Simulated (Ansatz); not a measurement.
InSb

Level of theory: DFT, PBE, scalar-relativistic, no spin polarisation; plane waves to 420 eV with PAW datasets (Ansatz 0.2.0), 10×10×10 k-mesh, Gaussian smearing of 0.05 eV; PAW files: Ansatz's generated set soft_2.

```
In Sb
1.0
     0.00000    3.31726    3.31726
     3.31726    0.00000    3.31726
     3.31726    3.31726    0.00000
In Sb
1 1
Direct
  0.00000 0.00000 0.00000
  0.75000 0.75000 0.75000
```

The chain of runs began from a cell as deposited in COD, expanded in volume.

```yaml
Space_group: F-43m (No. 216)
Volume: 36.50 Å³/atom
Bader_charges: In 0.46; Sb -0.46 e
Formation_energy_from_the_elements_0_K_uncorrected: -0.13 eV/atom
Bulk_modulus_Birch–Murnaghan: 37 GPa
Pressure_derivative_B0′: 4.9
```

Task: What does PBE give for the band gap?

Result: zero (semimetal).

**What was measured.** A cell as deposited of cubic InSb (space group F-43m), temperature not stated, from the Crystallography Open Database (1965), has a = 6.470 Å and 33.85 Å³/atom.

“Electronic Structure and Epitaxy of CdTe Shells on InSb Nanowires”, 2021, arxiv:2111.05126 quotes, for a bulk crystal of InSb: band gap 0.24 eV.

**Comparison.** The computed cell (6.635 Å, 36.50 Å³/atom) differs from the database's by +7.8 % in volume, about +2.5 % in length. PBE usually overestimates volumes, but by less than this. The static lattice also lacks zero-point motion and thermal expansion, roughly 0.9 to 2.3 % in volume at 300 K (room temperature assumed) by Grüneisen's rule, γ·3k_BT/(B0·V0) with γ of 1 to 2.5, so its own overestimate is larger than the figure. The database's entry may also be off. Measured gap of InSb: 0.24 eV (quoted in “Electronic Structure and Epitaxy of CdTe Shells on InSb Nanowires”, 2021, arxiv:2111.05126). This calculation gives 0.00 eV (-0.24 eV). Kohn–Sham gaps of semilocal functionals mostly fall below measured ones. Spin–orbit coupling is left out here. Temperature and excitons aren't in the calculation.

No spin–orbit coupling, a notable omission for heavy elements. At this volume the filled and empty bands only touch, so this is a zero-gap semimetal rather than a metal, and a semilocal functional can cause such a touching.
